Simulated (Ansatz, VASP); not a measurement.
# Two plane-wave programs on Ge

INCAR

```
SYSTEM = Ge
PREC = Accurate
ENCUT = 600
EDIFF = 1E-6
ISMEAR = 0
SIGMA = 0.1
LREAL = .FALSE.
LASPH = .TRUE.
NELM = 80
ALGO = Normal
ISIF = 3
LWAVE = .FALSE.
LCHARG = .FALSE.
GGA = PE
IBRION = 2
NSW = 90
EDIFFG = -0.04
```

Contents of KPOINTS:

```
Automatic mesh
0
G
  6 6 6
  0 0 0
```

POSCAR

```
Ge
1.0
    3.0264949346      0.0000000000      0.0000000000
   -1.5132474673      2.6210214978      0.0000000000
    0.0000000000      0.0000000000      2.5088437345
Ge
1
Direct
    0.0000000000      0.0000000000      0.5000000000
```

Input for Ansatz:

```yaml
crystal:
  lattice:
    - [3.0264949346, 0.0, 0.0]
    - [-1.5132474673, 2.6210214978, 0.0]
    - [0.0, 0.0, 2.5088437345]
  atoms:
    - { symbol: Ge, position: [0.0, 0.0, 0.5] }
basis:
  ecutwfc: 420
kpoints:
  mp_grid: { grid: [6, 6, 6] }
hamiltonian:
  xc: pbe
scf:
  occupations: { method: gaussian, width: 0.1 }
  lower_state_search: "off"
output:
  forces: true
  stress: true
  eigenvalues: true
relax:
  adjacent_minimum: "off"
  f_tol: 0.04
  max_steps: 70
  cell: { stress_tol: 0.4 }
```

Alike in both runs: task relaxation of cell and atoms; functional PBE; k mesh 6 × 6 × 6; occupations gaussian, width 0.1 eV; no spin polarisation.

```csv
,VASP,Ansatz
version,VASP 6.6.1,Ansatz 0.2.0
potentials or method,"VASP PAW PBE potentials, release 64 (Ge_d)","scalar-relativistic, plane waves, PAW"
plane-wave cutoff (eV),600,420
valence electrons in the cell,14,14
```

|  | VASP | Ansatz | Ansatz less VASP |
| --- | --- | --- | --- |
| gap on the k mesh at the Fermi level, each at its own relaxed structure (eV) | none | none | - |
| relaxed volume (Å³/atom) | 19.71 | 19.70 | -0.009 |
| relaxed cell length with the largest relative difference (Å) | 2.802 | 2.804 | +0.0026 |
| energy change over the relaxation (meV/atom) | -182 | -182 | +0.2 |

A gap of «none» marks a metal or a gap that the smearing closes.

Caveats: the k mesh is coarse (spacing up to 0.42 Å⁻¹), so the values aren't converged.
